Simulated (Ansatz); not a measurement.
# SnSe: random displacements

This session takes SnSe and sets out to compute energies and forces of randomly disturbed cells.

Computed with Ansatz 0.2.0 (DFT LDA, scalar-relativistic, plane waves, PAW, unless a step's input says otherwise).

**1. The system as given**

Symmetry: Cmmm, No. 65, orthorhombic system. Conventional cell: a = 5.732 Å, b = 11.761 Å, c = 2.974 Å, α = 90.00°, β = 90.00°, γ = 90.00°. Around Sn (site symmetry m2m) lie 3 Se at 2.68 to 2.87 Å and 3 Sn at 2.97 to 3.09 Å. Around Se (site symmetry m2m) lie 3 Sn at 2.68 to 2.87 Å and 2 Se at 2.97 Å.

As a file:

```xyz
8
Lattice="5.7316 0.0000 0.0000 0.0000 11.7608 0.0000 0.0000 0.0000 2.9736" Properties=species:S:1:pos:R:3 pbc="T T T"
Sn    2.8658    4.3342    2.9727
Sn    2.8658    7.4265    2.9727
Sn    0.0000   10.2146    0.0008
Sn    0.0000    1.5461    0.0008
Se    2.8658    1.6505    2.9729
Se    2.8658   10.1103    2.9729
Se    0.0000    7.5308    0.0007
Se    0.0000    4.2299    0.0007
```

It goes back to an entry of the Materials Project, which need not be the stable form.

This cell was relaxed beforehand with the same method: volume 25.06 Å³/atom, gap on the mesh none (metal).

**2. The reference cell**

Reference values: F = -45052.6723 eV; pressure 0.16 GPa; largest force 0.092 eV/Å; gap on the mesh none (metal). It was computed beforehand with the settings of the runs below.

**3. Setting up random displacements**

All atoms are moved at random with no net shift, in some cells together with a random strain.

**4. At rms move = 0.497 Å**

Contents of input.yaml:

```yaml
crystal:
  lattice:
    - [5.7488646753, -0.0090877624, -0.0482459934]
    - [-0.0186473929, 11.7819997091, 0.0630925763]
    - [-0.0250303872, 0.0159523041, 2.9922878216]
  atoms:
    - { symbol: Sn, position: [0.5528623953, 0.3711326395, 1.1071879252] }
    - { symbol: Sn, position: [0.5457662239, 0.6044192328, 1.0324533911] }
    - { symbol: Sn, position: [0.0008232807, 0.8242313111, -0.0866572603] }
    - { symbol: Sn, position: [0.0464978664, 0.1816580676, 0.0211116413] }
    - { symbol: Se, position: [0.4610417989, 0.1166333576, 0.9315636031] }
    - { symbol: Se, position: [0.412245589, 0.8945781557, 1.0490395464] }
    - { symbol: Se, position: [0.0140566171, 0.6666402847, 0.0101847128] }
    - { symbol: Se, position: [-0.0332937713, 0.3407069509, -0.0648835597] }
basis:
  ecutwfc: 420
kpoints:
  mp_grid: { grid: [8, 4, 14] }
hamiltonian:
  xc: lda
scf:
  occupations: { method: gaussian, width: 0.15 }
output:
  forces: true
  stress: true
  eigenvalues: true
```

On the command line:

```bash
$ ansatz run input.yaml --threads 2 --pin off --max-ram 5120MiB --backend cpu --events-out ev --progress --plain --runs-dir out
```

**5. At rms move = 0.123 Å**

Contents of input.yaml:

```yaml
crystal:
  lattice:
    - [5.7315734731, 0.0, 0.0]
    - [0.0, 11.760750085, 0.0]
    - [0.0, 0.0, 2.9735837782]
  atoms:
    - { symbol: Sn, position: [0.4918027193, 0.3629420718, 0.9750296648] }
    - { symbol: Sn, position: [0.5082418043, 0.6323595903, 0.966486581] }
    - { symbol: Sn, position: [-0.0031781396, 0.8732048856, 0.03460789] }
    - { symbol: Sn, position: [0.0083024039, 0.1289106038, -0.0225246772] }
    - { symbol: Se, position: [0.4998681917, 0.1301663646, 0.9935014177] }
    - { symbol: Se, position: [0.483173501, 0.8720061566, 0.9862701093] }
    - { symbol: Se, position: [0.015876145, 0.641768236, 0.0403445489] }
    - { symbol: Se, position: [-0.0040866256, 0.3586420914, 0.0262844655] }
basis:
  ecutwfc: 420
kpoints:
  mp_grid: { grid: [8, 4, 14] }
hamiltonian:
  xc: lda
scf:
  occupations: { method: gaussian, width: 0.15 }
output:
  forces: true
  stress: true
  eigenvalues: true
```

(Steps that only read results are left out.)

**Question.** What will these runs give?

The runs gave:

```
      quantity                                      value
costliest cell  1487.6 meV/atom at an rms move of 0.497 Å
```

In words: The cost runs from 12.0 to 1487.6 meV/atom. Energy over the square of the rms move lies between 0.8 and 6.0 eV/Å² per atom; a harmonic solid under isotropic random moves would keep it roughly constant, while strain and close contacts change it. Where forces pass 15 eV/Å atoms stand far too close, the PAW spheres overlap strongly and those numbers are rough.
